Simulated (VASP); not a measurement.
# GaP: GW band gap, scheme by scheme

GaP, R-3m (no. 166), 4 atoms in the cell. PBE, GW; PAW potentials Ga_d_GW, P_GW (PBE set).

| GW scheme | Iterations | Frequency points | Quasiparticle gap on the mesh (eV) | Gap of the starting point on the mesh (eV) | Quasiparticle gap at the zone centre (eV) | Starting gap at the zone centre (eV) | Correction of the gap between the band edges on the mesh (eV) | Time (s) |
|---|---|---|---|---|---|---|---|---|
| evGW0 low-scaling | 4 | 12 | 1.25 | 0.78 | 1.80 | 1.05 | 0.48 | 2444 |
| evGW0 | 4 | 48 | 1.31 | 0.78 | 1.85 | 1.05 | 0.53 | 100 |
| QSGW0 | 4 | 48 | 1.30 | 0.78 | 1.87 | 1.05 | 0.52 | 223 |
| COHSEX | 6 | 1 | 1.68 | 0.78 | 2.28 | 1.05 | 0.90 | 274 |

Limits: the mesh is coarse: neither the gap nor the screening is converged.

## Input of the first row

INCAR.step1:
```
PREC = Accurate
ENCUT = 500
ISMEAR = 0
SIGMA = 0.05
LASPH = T
LREAL = F
GGA = PE
ALGO = Normal
EDIFF = 1E-8
NELM = 150
LWAVE = T
LCHARG = F
```

INCAR.step2, as INCAR.step1 but for:
```
- ALGO = Normal
- NELM = 150
+ ALGO = Exact
+ NELM = 1
+ ISTART = 1
+ NBANDS = 208
+ LOPTICS = T
```

INCAR.step3:
```
PREC = Accurate
ENCUT = 500
ISMEAR = 0
SIGMA = 0.05
LASPH = T
LREAL = F
GGA = PE
ALGO = EVGW0R
NBANDS = 208
NBANDSGW = 28
ENCUTGW = 100
NOMEGA = 12
PRECFOCK = Fast
ISTART = 1
LWAVE = F
LCHARG = F
NELMGW = 4
MAXMEM = 1800
LFOCKSTD = T
```

KPOINTS:
```
k-points
0
Gamma
  2 2 2
```

POSCAR:
```
GaP
1.0
    1.9430151755      1.1218003346      6.4308101003
   -1.9430151755      1.1218003346      6.4308101003
    0.0000000000     -2.2436006692      6.4308101003
Ga P
2 2
Direct
    0.5646280000      0.5646280000      0.5646280000
    0.4353720000      0.4353720000      0.4353720000
    0.9426110000      0.9426110000      0.9426110000
    0.0573890000      0.0573890000      0.0573890000
```

Commands (each step's output is kept before the next begins):
```
cat potpaw_PBE.64/Ga_d_GW/POTCAR potpaw_PBE.64/P_GW/POTCAR > POTCAR
cp INCAR.step1 INCAR
mpirun -np 4 vasp_std > vasp.out
cp INCAR.step2 INCAR
mpirun -np 4 vasp_std > vasp.out
cp INCAR.step3 INCAR
mpirun -np 4 vasp_std > vasp.out
```

Changes of the last row against the first:
```
(step 3)
- ALGO = EVGW0R
- NOMEGA = 12
- NELMGW = 4
- MAXMEM = 1800
- LFOCKSTD = True
+ ALGO = QPGW
+ NOMEGA = 1
+ NELMGW = 6
+ LOPTICS = True
+ LPEAD = True
```

VASP 6.6.1 took 2444 s on 4 cores (Intel Xeon 6975P-C (Granite Rapids)), a shared host.
